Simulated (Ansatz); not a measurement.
Runs of Ansatz 0.2.0 on Sn. It takes space group Immm (No. 71, orthorhombic). The conventional cell has a = 3.453 Å, b = 3.551 Å, c = 4.677 Å, α = 90.00°, β = 90.00°, γ = 90.00°. Sn (site symmetry mmm) is surrounded by 12 Sn at 3.41 to 3.55 Å. This isn't the form of Sn at room conditions, which is tetragonal (white tin).

```tsv
task	level	potentials or basis	spin	cell	k mesh	cutoff (eV)	smearing	other keys	gap on the mesh (eV)	pressure (GPa)
single point	r2SCAN	Ansatz PAW	SOC, no magnetisation	cell strained at random at fixed volume	7 × 7 × 8	500	gaussian 0.05 eV	-	none	-1.8
relaxation of cell and atoms	m-r2SCAN	Ansatz PAW	off	relaxed from: cell strained at random at fixed volume	7 × 7 × 8	500	methfessel-paxton 0.01 eV	-	-	0.0
density of states	r2SCAN+D4	Ansatz PAW	off	as given	11 × 11 × 11	500	tetrahedron	scf.algorithm = density_mixing; scf.occupations.width = left out; …	none	(a)
atomic charges	PBEsol+D3(BJ)	Ansatz PAW	off	volume scaled by 1.25	11 × 11 × 11	420	tetrahedron	-	none	-5.1
single point	RPBE	PseudoDojo standard (PBE files)	non-collinear, ferromagnetic start, SOC	cell strained at random at fixed volume	7 × 7 × 8	980	fermi-dirac 0.01 eV	kpoints.mp_grid.shift = [0.5, 0.5, 0.5]	none	0.0
```

Q: Estimate the missing entries.

A: (a) -2.7.

Caveats: the PAW data sets come from PBE, with cores solved anew for the run's functional, which leaves a small shift of forces and pressure (some runs); pairwise dispersion overbinds metals, which lowers pressure and volume (some runs); with tetrahedron occupations forces and stress needn't match the slope of the energy (some runs); the plane-wave basis is chosen anew once the cell has moved, so the energies of steps on either side of that aren't comparable (some runs); the potentials were made for another functional, which shifts forces and pressure (some runs); the starting moments weren't kept (some runs); the thresholds are loose for stress (some runs).

A k mesh can miss the band edges, and rows without SOC leave out spin-orbit coupling on Sn.

A gap of «none» marks a metal or a gap under the smearing width.
